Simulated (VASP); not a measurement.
A run of VASP 6.6.1 is set up as follows.

The input POSCAR:

```
GaN
1.0
    0.0000000000      2.2535006075      2.2535006075
    2.2535006075      0.0000000000      2.2535006075
    2.2535006075      2.2535006075      0.0000000000
Ga N
1 1
Direct
    0.0000000000      0.0000000000      0.0000000000
    0.2500000000      0.2500000000      0.2500000000
```

The input INCAR.step1:

```
SYSTEM = GaN
ALGO     = Normal         ! electronic algorithm
EDIFF    = 1E-5           ! SCF threshold, eV
ENCUT    = 520            ! plane-wave cutoff, eV
GGA      = PE             ! functional
ISIF     = 2              ! what is computed and relaxed
ISMEAR   = 0              ! smearing method
KPAR     = 4            
LASPH    = .True.         ! aspherical terms in the spheres
LCHARG   = .False.        ! write CHGCAR
LREAL    = .False.        ! projectors in reciprocal space
LWAVE    = .True.         ! write WAVECAR
NBANDS   = 16             ! bands
NELM     = 80             ! most SCF steps
PREC     = Accurate       ! precision mode
SIGMA    = 0.02           ! smearing width, eV
```

The input INCAR.step2:

```
SYSTEM = GaN
AEXX     = 0.25           ! exact-exchange fraction
ALGO     = Normal         ! electronic algorithm
EDIFF    = 1E-7           ! SCF threshold, eV
ENCUT    = 520            ! plane-wave cutoff, eV
GGA      = PE             ! functional
HFRCUT   = -1           
ISIF     = 2              ! what is computed and relaxed
ISMEAR   = 0              ! smearing method
ISTART   = 1            
KPAR     = 4            
LASPH    = .True.         ! aspherical terms in the spheres
LCHARG   = .False.        ! write CHGCAR
LHFCALC  = .True.         ! exact exchange
LREAL    = .False.        ! projectors in reciprocal space
LWAVE    = .False.        ! write WAVECAR
NBANDS   = 16             ! bands
NELM     = 80             ! most SCF steps
PREC     = Accurate       ! precision mode
PRECFOCK = Fast         
SIGMA    = 0.02           ! smearing width, eV
```

KPOINTS

```
k-points
0
Gamma
  8 8 8
  0 0 0
```

KPOINTS_OPT

```
path GXWKGLUWLK,UX
8
line-mode
reciprocal
 0.0000000000  0.0000000000  0.0000000000  G
 0.5000000000  0.0000000000  0.5000000000  X

 0.5000000000  0.0000000000  0.5000000000  X
 0.5000000000  0.2500000000  0.7500000000  W

 0.5000000000  0.2500000000  0.7500000000  W
 0.3750000000  0.3750000000  0.7500000000  K

 0.3750000000  0.3750000000  0.7500000000  K
 0.0000000000  0.0000000000  0.0000000000  G

 0.0000000000  0.0000000000  0.0000000000  G
 0.5000000000  0.5000000000  0.5000000000  L

 0.5000000000  0.5000000000  0.5000000000  L
 0.6250000000  0.2500000000  0.6250000000  U

 0.6250000000  0.2500000000  0.6250000000  U
 0.5000000000  0.2500000000  0.7500000000  W

 0.5000000000  0.2500000000  0.7500000000  W
 0.5000000000  0.5000000000  0.5000000000  L

 0.5000000000  0.5000000000  0.5000000000  L
 0.3750000000  0.3750000000  0.7500000000  K

 0.6250000000  0.2500000000  0.6250000000  U
 0.5000000000  0.0000000000  0.5000000000  X
```

Potentials or basis: VASP PAW PBE potentials, release 64 (Ga_d, N).

Command:

```sh
$ cat potpaw_PBE.64/Ga_d/POTCAR potpaw_PBE.64/N/POTCAR > POTCAR
$ cp INCAR.step1 INCAR
$ mpirun -np 4 vasp_std > vasp.out
$ cp INCAR.step2 INCAR
$ mpirun -np 4 vasp_std > vasp.out
```

(1) What does it give for the band gap on the k mesh?

(2) Predict the band gap along the path.

Results:

(1) 3.65 eV, direct.

(2) 3.65 eV, direct.

**Experimental background.**

A printed reference work, textbook reports, for a bulk crystal of GaN at 0 K: band gap 3.299 eV (direct).

Measured gap of GaN: 3.299 eV (direct; 0 K; a printed reference work, textbook). This calculation gives 3.65 eV (+0.36 eV). Spin-orbit coupling on Ga is left out. The value is that of PBE0, without temperature or zero-point motion. The cell is a database's relaxed one, not the measured one, which moves gaps too.
